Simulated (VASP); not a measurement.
Input of a VASP 6.6.1 run:

Contents of INCAR:

```
SYSTEM = TiSi2
ALGO     = Normal         ! electronic algorithm
EDIFF    = 1E-6           ! SCF threshold, eV
EDIFFG   = -0.01          ! ionic threshold
ENCUT    = 600            ! plane-wave cutoff, eV
GGA      = 91             ! functional
IBRION   = 2              ! ionic algorithm
ISIF     = 3              ! what is computed and relaxed
ISMEAR   = -1             ! smearing method
LASPH    = .True.         ! aspherical terms in the spheres
LCHARG   = .False.        ! write CHGCAR
LREAL    = .False.        ! projectors in reciprocal space
LWAVE    = .False.        ! write WAVECAR
NELM     = 80             ! most SCF steps
NSW      = 60             ! ionic steps
PREC     = Accurate       ! precision mode
SIGMA    = 0.05           ! smearing width, eV
```

KPOINTS

```
k-points
0
Gamma
  5 5 5
  0 0 0
```

Contents of POSCAR:

```
TiSi2
1.0
    0.0000000000      4.1175163063      4.2628978354
    2.3895119538      0.0000000000      4.2628978354
    2.3895119538      4.1175163063      0.0000000000
Ti Si
2 4
Direct
    0.7500000000      0.7500000000      0.7500000000
    0.5000000000      0.5000000000      0.5000000000
    0.4125656100      0.0874343900      0.4125656100
    0.0874343900      0.4125656100      0.0874343900
    0.1625656100      0.8374343900      0.1625656100
    0.8374343900      0.1625656100      0.8374343900
```

Potentials or basis: VASP PAW PBE potentials, release 64 (Ti_sv, Si).

Run with:

```sh
$ cat potpaw_PBE.64/Ti_sv/POTCAR potpaw_PBE.64/Si/POTCAR > POTCAR
$ mpirun -np 1 vasp_std > vasp.out
```

Question: Estimate the relaxed cell.

Answer: a = 5.970 Å, b = 4.927 Å, c = 4.783 Å, α = 75.86°, β = 53.16°, γ = 50.99°.

Question: Estimate the relaxed volume.

Answer: 14.24 Å³/atom.

Question: What does it give for the space group after relaxing (to 0.05 Å)?

Answer: Fddd (No. 70).

Question: Estimate the band gap on the k mesh.

Answer: None (metal or under the smearing width).

Final structure:
```
CELL_PARAMETERS angstrom
0.00000 4.13805 4.30286
2.39943 0.00000 4.30286
2.39943 4.13805 0.00000
ATOMIC_POSITIONS crystal
Ti 0.75000 0.75000 0.75000
Ti 0.50000 0.50000 0.50000
Si 0.41147 0.08853 0.41147
Si 0.08853 0.41147 0.08853
Si 0.16147 0.83853 0.16147
Si 0.83853 0.16147 0.83853
```

Caveat: the PAW data sets were made with another functional, which shifts forces and pressure a little.
